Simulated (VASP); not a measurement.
# Mo (Im-3m) in VASP: further runs

Runs on Mo. Level: PBE. Tasks: single point.

Everything below comes from runs of VASP 6.6.1. Logs are shortened: lines on timing, memory, paths and dates and some standing lists are left out, and cuts for length are marked.

**1. The crystal as given**

Symmetry: Im-3m, No. 229, cubic system. The conventional cell has a = 3.168 Å, b = 3.168 Å, c = 3.168 Å, α = 90.00°, β = 90.00°, γ = 90.00°. Mo (site symmetry m-3m) has 8 Mo at 2.74 Å as nearest neighbours.

**2. Single point, PBE**

INCAR reads:

```
ADDGRID = F
ALGO = Normal
EDIFF = 1E-7
ENCUT = 550
GGA = PE
ISIF = 2
ISMEAR = 1
LASPH = T
LCHARG = F
LREAL = F
LWAVE = F
NBANDS = 13
NELM = 100
PREC = Accurate
SIGMA = 0.2
```

KPOINTS reads:

```
k-points
0
Gamma
  11 11 11
```

POSCAR reads:

```
Mo
1.0
   -1.6018940000      1.6123050000      1.5868230000
    1.5840600000     -1.5829550000      1.5396390000
    1.5998790000      1.5809390000     -1.5574730000
Mo
1
Direct
   -0.0100820000     -0.0008690000      0.0196120000
```

Potentials or basis: VASP PAW PBE potentials, release 64 (Mo_sv).

Command:

```console
$ cat potpaw_PBE.64/Mo_sv/POTCAR > POTCAR
$ mpirun -np 1 vasp_std > vasp.out
```

OUTCAR:

```text
EDIFF = 1E-7
   ENCUT = 550
   GGA = PE
   ISIF = 2
   ISMEAR = 1
   LASPH = T
   LREAL = F
   NELM = 100
   PREC = Accurate

 Found    666 irreducible k-points:

 Following reciprocal coordinates:
            Coordinates               Weight
  0.000000  0.000000  0.000000      1.000000
  0.090909 -0.000000  0.000000      2.000000
  0.181818 -0.000000  0.000000      2.000000
  0.272727 -0.000000  0.000000      2.000000
  0.363636  0.000000  0.000000      2.000000
  0.454545  0.000000  0.000000      2.000000
   k-points           NKPTS =    666   k-points in BZ     NKDIM =    666   number of bands    NBANDS=     13
   number of dos      NEDOS =    301   number of ions     NIONS =      1
   total plane-waves  NPLWV =  13824
   dimension x,y,z NGX =    24 NGY =   24 NGZ =   24
   dimension x,y,z NGXF=    48 NGYF=   48 NGZF=   48
   ions per type =               1
   NGX,Y,Z   is equivalent  to a cutoff of  14.39, 14.68, 14.58 a.u.
   NGXF,Y,Z  is equivalent  to a cutoff of  28.79, 29.36, 29.17 a.u.
 SYSTEM =  unknown system
   PREC   = accura    normal or accurate (medium, high low for compatibility)
   ISTART =      0    job   : 0-new  1-cont  2-samecut
   ICHARG =      2    charge: 1-file 2-atom 10-const
   ISPIN  =      1    spin polarized calculation?
   LNONCOLLINEAR =      F non collinear calculations
   LSORBIT =      F    spin-orbit coupling
   LASPH  =      T    aspherical Exc in radial PAW
   ENCUT  =  550.0 eV  40.42 Ry    6.36 a.u.   5.30  5.20  5.23*2*pi/ulx,y,z
   NELM   =    100;   NELMIN=  2; NELMDL= -5     # of ELM steps
   EDIFF  = 0.1E-06   stopping-criterion for ELM
   LREAL  =      F    real-space projection
   EDIFFG = 0.1E-05   stopping-criterion for IOM
   NSW    =      0    number of steps for IOM
   IBRION =     -1    ionic relax: 0-MD 1-quasi-New 2-CG
   NFREE  =      0    steps in history (QN), initial steepest desc. (CG)
   ISIF   =      2    stress and relaxation
   ISYM   =      2    0-nonsym 1-usesym 2-fastsym
   POTIM  = 0.5000    time-step for ionic-motion
   TEBEG  =    0.0;   TEEND  =   0.0 temperature during run
   PSTRESS=    0.0 pullay stress
   NELECT =      14.0000    total number of electrons
   NUPDOWN=      -1.0000    fix difference up-down
   EMIN   =  10.00;   EMAX   =-10.00  energy-range for DOS
   EFERMI =   0.00;   METHOD = LEGACY
   ISMEAR =     1;   SIGMA  =   0.20  broadening in eV -4-tet -1-fermi 0-gaus
   EFERMI_NEDOS =   21; number of points for ismear=-14 and -15
   IALGO  =     38    algorithm
   IMIX   =      4    mixing-type and parameters
     AMIX     =   0.40;   BMIX     =  1.00
     AMIX_MAG =   1.60;   BMIX_MAG =  1.00
  volume/ion in A,a.u.               =      15.89       107.24
  Fermi-wavevector in a.u.,A,eV,Ry     =   1.569380  2.965697 33.510502  2.462952
  Thomas-Fermi vector in A             =   2.671271
   LORBIT       =      0    0 simple, 1 ext, 2 COOP (PROOUT), +10 PAW based schemes
   GGA     = PE    functional components
   LHFCALC =     F    Hartree Fock is set to
   AEXX    =    0.0000 exact exchange contribution
   IVDW    =     0    specifies the selected vdW correction
   LEPSILON=     F    determine dielectric tensor
   LRPA    =     F    only Hartree local field effects (RPA)
 non-spin polarized calculation
 Methfessel and Paxton  Order N= 1 SIGMA  =   0.20
  energy-cutoff  :      550.00
  volume of cell :       15.89
 maximum number of plane-waves:       477
 NGX is ok and might be reduce to    24
   NGX = 11   NGY = 11   NGZ = 11

 number of electron      14.0000000 magnetization

 Free energy of the ion-electron system (eV)
  ---------------------------------------------------
  ext. energy  EPLUGINS =         0.00000000
  ---------------------------------------------------
  free energy    TOTEN  =       -10.90830368 eV

  energy without entropy =      -10.90569045  energy(sigma->0) =      -10.90743260

 E-fermi :  12.2510     XC(G=0): -13.2971

 val. band max:       12.2507750437   @ k =  -0.1818   0.1818   0.1818
 cond. band min:      12.2583073790   @ k =  -0.2727   0.2727   0.3636
 fundamental gap:      0.0075323354
 Fermi energy:        12.2510193024

 k-point     1 :       0.0000    0.0000    0.0000
  band No.  band energies     occupation
      1     -48.9489      2.00000
      2     -22.2777      2.00000
      3     -22.2517      2.00000
      4     -22.2252      2.00000
      5       5.1498      2.00000
      6      10.7594      2.00000
      7      11.0503      2.00000
      8      11.1815      2.00000
      9      13.8181     -0.00000
     10      14.1153     -0.00000
     11      26.9265      0.00000
     12      27.0276      0.00000
     13      27.4755      0.00000

 k-point     2 :       0.0909   -0.0000    0.0000
  band No.  band energies     occupation
      1     -48.9307      2.00000
      2     -22.3823      2.00000
      3     -22.2860      2.00000
      4     -22.2292      2.00000
      5       5.4989      2.00000
      6      10.6097      2.00000
      7      10.9786      2.00000
      8      11.4641      2.00000
      9      13.7367     -0.00000
     10      14.0028     -0.00000
     11      27.4333      0.00000
     12      27.5939      0.00000
     13      27.8221      0.00000
[... 33 lines left out ...]
 k-point     5 :       0.3636    0.0000    0.0000
  band No.  band energies     occupation
      1     -48.7553      2.00000
      2     -23.3468      2.00000
      3     -22.5839      2.00000
      4     -22.2483      2.00000
      5       7.3257      2.00000
      6       9.1737      2.00000
      7      12.0462      2.05486
      8      14.0118     -0.00000
      9      14.5220     -0.00000
     10      15.4310     -0.00000
     11      25.3639      0.00000
     12      25.6897      0.00000
     13      31.8472      0.00000

 k-point     6 :       0.4545    0.0000    0.0000
  band No.  band energies     occupation
      1     -48.7189      2.00000
      2     -23.5327      2.00000
      3     -22.6427      2.00000
      4     -22.2521      2.00000
      5       7.1408      2.00000
      6       8.9263      2.00000
      7      13.4787     -0.00000
      8      14.1578     -0.00000
      9      14.7546     -0.00000
     10      16.6770      0.00000
     11      23.8323      0.00000
     12      24.5056      0.00000
     13      29.7327      0.00000

 [... further k-points ...]

------------------------ aborting loop because EDIFF is reached ----------------------------------------

  FORCE on cell =-STRESS in cart. coord.  units (eV):
  Direction    XX          YY          ZZ          XY          YZ          ZX
  --------------------------------------------------------------------------------------
  -------------------------------------------------------------------------------------
  Total       -0.1927188     -0.2674556      0.2412685      0.0032904     -0.0811022      0.0468693
  in kB      -19.4297059    -26.9645880     24.3244347      0.3317335     -8.1766348      4.7253136
  external PRESSURE =      -7.3566197 kB  Pullay stress =       0.0000000 kB

 VOLUME and BASIS-vectors are now :
 -----------------------------------------------------------------------------
  energy-cutoff  :      550.00
  volume of cell :       15.89
      direct lattice vectors                 reciprocal lattice vectors
    -1.601894000  1.612305000  1.586823000     0.001971750  0.310249238  0.316949110
     1.584060000 -1.582955000  1.539639000     0.315876418 -0.002757309  0.321678072
     1.599879000  1.580939000 -1.557473000     0.314268351  0.313370033 -0.001149142

 POSITION                                       TOTAL-FORCE (eV/Angst)
 -----------------------------------------------------------------------------------
      0.02832      0.04548      3.07858        -0.000000     -0.000000      0.000000
 -----------------------------------------------------------------------------------
    total drift:                                0.000001     -0.000003     -0.000001

  FREE ENERGIE OF THE ION-ELECTRON SYSTEM (eV)
  ---------------------------------------------------
  free  energy   TOTEN  =       -10.9083036758 eV

  energy  without entropy=      -10.9056904459  energy(sigma->0) =      -10.90743260
```

OSZICAR:

```text
N       E                     dE             d eps       ncg     rms          rms(c)
DAV:   1     0.933276957932E+02    0.93328E+02   -0.83292E+03 17462   0.115E+03
DAV:   2    -0.103758516413E+02   -0.10370E+03   -0.99863E+02 19916   0.319E+02
DAV:   3    -0.115805596235E+02   -0.12047E+01   -0.11994E+01 19391   0.339E+01
DAV:   4    -0.115834365123E+02   -0.28769E-02   -0.28768E-02 19296   0.200E+00
DAV:   5    -0.115834559230E+02   -0.19411E-04   -0.19412E-04 19731   0.145E-01    0.142E+01
DAV:   6    -0.109928430130E+02    0.59061E+00   -0.73582E-01 17866   0.105E+01    0.378E+00
DAV:   7    -0.109116492586E+02    0.81194E-01   -0.15058E-01 19261   0.453E+00    0.100E+00
DAV:   8    -0.109083062506E+02    0.33430E-02   -0.46809E-03 17986   0.879E-01    0.191E-01
DAV:   9    -0.109082967505E+02    0.95001E-05   -0.22687E-04 20121   0.190E-01    0.630E-02
DAV:  10    -0.109083034708E+02   -0.67203E-05   -0.18682E-05 18191   0.517E-02    0.408E-03
DAV:  11    -0.109083038360E+02   -0.36526E-06   -0.16731E-07 19706   0.459E-03    0.111E-03
DAV:  12    -0.109083036721E+02    0.16393E-06   -0.10038E-08  9608   0.124E-03    0.153E-04
DAV:  13    -0.109083036758E+02   -0.36503E-08   -0.10671E-09  9033   0.464E-04
   1 F= -.10908304E+02 E0= -.10907433E+02  d E =-.261323E-02
```

stdout:

```text
POSCAR found type information on POSCAR Mo
 POSCAR found :  1 types and       1 ions
 scaLAPACK will be used
 LDA part: xc-table for (Slater+PW92), standard interpolation
 POSCAR, INCAR and KPOINTS ok, starting setup
 FFT: planning ... GRIDC
 FFT: planning ... GRID_SOFT
 FFT: planning ... GRID
 WAVECAR not read
 entering main loop
```

Wall time 44 s (1 thread of Intel Xeon 6975P-C (Granite Rapids), shared host); peak memory 0.25 GiB.

The run converged, but some of its settings lie outside the range that counts as converged, so its numbers aren't taken as properties of the crystal.

Results:

```
Free energy            : -10.9083 eV
Pressure               : -0.7 GPa
Band gap on the k mesh : none (metal or under the smearing width)
```

**3. Single point, PBE**

Edit INCAR of step 2 so:

```diff
@@ -3,3 +3,3 @@
 EDIFF = 1E-7
-ENCUT = 550
+ENCUT = 300
 GGA = PE
```

KPOINTS reads:

```
k-points
0
Gamma
  15 15 15
```

POSCAR reads:

```
Mo
1.0
   -1.5838089719      1.5838089719      1.5838089719
    1.5838089719     -1.5838089719      1.5838089719
    1.5838089719      1.5838089719     -1.5838089719
Mo
1
Direct
    0.0000000000      0.0000000000      0.0000000000
```

Potentials or basis: VASP PAW PBE potentials, release 64 (Mo_sv).

Command:

```console
$ cat potpaw_PBE.64/Mo_sv/POTCAR > POTCAR
$ mpirun -np 1 vasp_std > vasp.out
```

OUTCAR:

```text
EDIFF = 1E-7
   ENCUT = 300
   GGA = PE
   ISIF = 2
   ISMEAR = 1
   LASPH = T
   LREAL = F
   NELM = 100
   PREC = Accurate

 Found    120 irreducible k-points:

 Following reciprocal coordinates:
            Coordinates               Weight
  0.000000  0.000000  0.000000      1.000000
  0.066667  0.000000  0.000000     12.000000
  0.133333  0.000000  0.000000     12.000000
  0.200000  0.000000  0.000000     12.000000
  0.266667  0.000000  0.000000     12.000000
  0.333333  0.000000  0.000000     12.000000
   k-points           NKPTS =    120   k-points in BZ     NKDIM =    120   number of bands    NBANDS=     13
   number of dos      NEDOS =    301   number of ions     NIONS =      1
   total plane-waves  NPLWV =   4096
   dimension x,y,z NGX =    16 NGY =   16 NGZ =   16
   dimension x,y,z NGXF=    32 NGYF=   32 NGZF=   32
   ions per type =               1
   NGX,Y,Z   is equivalent  to a cutoff of   9.70,  9.70,  9.70 a.u.
   NGXF,Y,Z  is equivalent  to a cutoff of  19.39, 19.39, 19.39 a.u.
 SYSTEM =  unknown system
   PREC   = accura    normal or accurate (medium, high low for compatibility)
   ISTART =      0    job   : 0-new  1-cont  2-samecut
   ICHARG =      2    charge: 1-file 2-atom 10-const
   ISPIN  =      1    spin polarized calculation?
   LNONCOLLINEAR =      F non collinear calculations
   LSORBIT =      F    spin-orbit coupling
   LASPH  =      T    aspherical Exc in radial PAW
[... 67 lines left out ...]
      8      11.0022      2.00000
      9      13.9668     -0.00000
     10      13.9668     -0.00000
     11      27.1365      0.00000
     12      27.1365      0.00000
     13      27.1365      0.00000
[... 66 lines left out ...]
  band No.  band energies     occupation
      1     -48.7335      2.00000
      2     -23.2546      2.00000
      3     -22.5617      2.00000
      4     -22.2466      2.00000
      5       7.3797      2.00000
      6       9.4323      2.00000
      7      11.6178      2.00002
      8      13.7625     -0.00000
      9      14.3144     -0.00000
     10      14.9010     -0.00000
     11      25.7787      0.00000
     12      26.5049      0.00000
     13      33.0212      0.00000

 [... further k-points ...]

------------------------ aborting loop because EDIFF is reached ----------------------------------------

  FORCE on cell =-STRESS in cart. coord.  units (eV):
  Direction    XX          YY          ZZ          XY          YZ          ZX
  --------------------------------------------------------------------------------------
  -------------------------------------------------------------------------------------
  Total       -0.1364070     -0.1364070     -0.1364070     -0.0000000     -0.0000000      0.0000000
  in kB      -13.7524107    -13.7524107    -13.7524107     -0.0000000     -0.0000000      0.0000000
  external PRESSURE =     -13.7524107 kB  Pullay stress =       0.0000000 kB

 VOLUME and BASIS-vectors are now :
 -----------------------------------------------------------------------------
  energy-cutoff  :      300.00
  volume of cell :       15.89
      direct lattice vectors                 reciprocal lattice vectors
    -1.583808972  1.583808972  1.583808972     0.000000000  0.315694638  0.315694638
     1.583808972 -1.583808972  1.583808972     0.315694638  0.000000000  0.315694638
     1.583808972  1.583808972 -1.583808972     0.315694638  0.315694638  0.000000000

 POSITION                                       TOTAL-FORCE (eV/Angst)
 -----------------------------------------------------------------------------------
      0.00000      0.00000      0.00000         0.000000      0.000000     -0.000000
 -----------------------------------------------------------------------------------
    total drift:                                0.000000      0.000000     -0.000000

  FREE ENERGIE OF THE ION-ELECTRON SYSTEM (eV)
  ---------------------------------------------------
  free  energy   TOTEN  =       -10.9323408624 eV

  energy  without entropy=      -10.9324114061  energy(sigma->0) =      -10.93236438
```

OSZICAR:

```text
N       E                     dE             d eps       ncg     rms          rms(c)
DAV:   1     0.515325369493E+02    0.51533E+02   -0.60210E+03  3332   0.732E+02
DAV:   2    -0.110608515839E+02   -0.62593E+02   -0.60340E+02  3680   0.227E+02
DAV:   3    -0.115997149320E+02   -0.53886E+00   -0.53793E+00  3440   0.211E+01
DAV:   4    -0.116006237894E+02   -0.90886E-03   -0.90885E-03  3580   0.102E+00
DAV:   5    -0.116006276661E+02   -0.38767E-05   -0.38769E-05  3435   0.592E-02    0.137E+01
DAV:   6    -0.110163206759E+02    0.58431E+00   -0.71719E-01  3185   0.103E+01    0.365E+00
DAV:   7    -0.109364589008E+02    0.79862E-01   -0.13371E-01  3445   0.424E+00    0.967E-01
DAV:   8    -0.109322679511E+02    0.41909E-02   -0.34696E-03  3245   0.704E-01    0.219E-01
DAV:   9    -0.109323343625E+02   -0.66411E-04   -0.89312E-05  3530   0.112E-01    0.849E-02
DAV:  10    -0.109323408989E+02   -0.65364E-05   -0.66266E-06  3245   0.262E-02    0.266E-03
DAV:  11    -0.109323408624E+02    0.36461E-07   -0.79603E-08  2640   0.346E-03
   1 F= -.10932341E+02 E0= -.10932364E+02  d E =0.705437E-04
```

Wall time 3.2 s (1 thread of Intel Xeon 6975P-C (Granite Rapids), shared host); peak memory 0.11 GiB.

These settings aren't checked as converged: the numbers below hold their error.

What came out:

* Free energy: -10.9323 eV
* Pressure: -1.4 GPa
* Band gap on the k mesh: none (metal or under the smearing width)

Caveat: the cutoff is under 1.25 times the usual one of these potentials, so pressure, stress and relaxed cells hold a basis-set (Pulay) error.

**4. For comparison**

An earlier run on the cell as given: functional PBE; potentials or basis VASP PAW PBE potentials, release 64 (Mo_sv); cutoff 520 eV; k mesh 12 × 12 × 12; occupations fermi-dirac, width 0.05 eV; no spin polarisation.

- Pressure: -1.4 GPa
- Band gap on the k mesh: none (metal or under the smearing width)
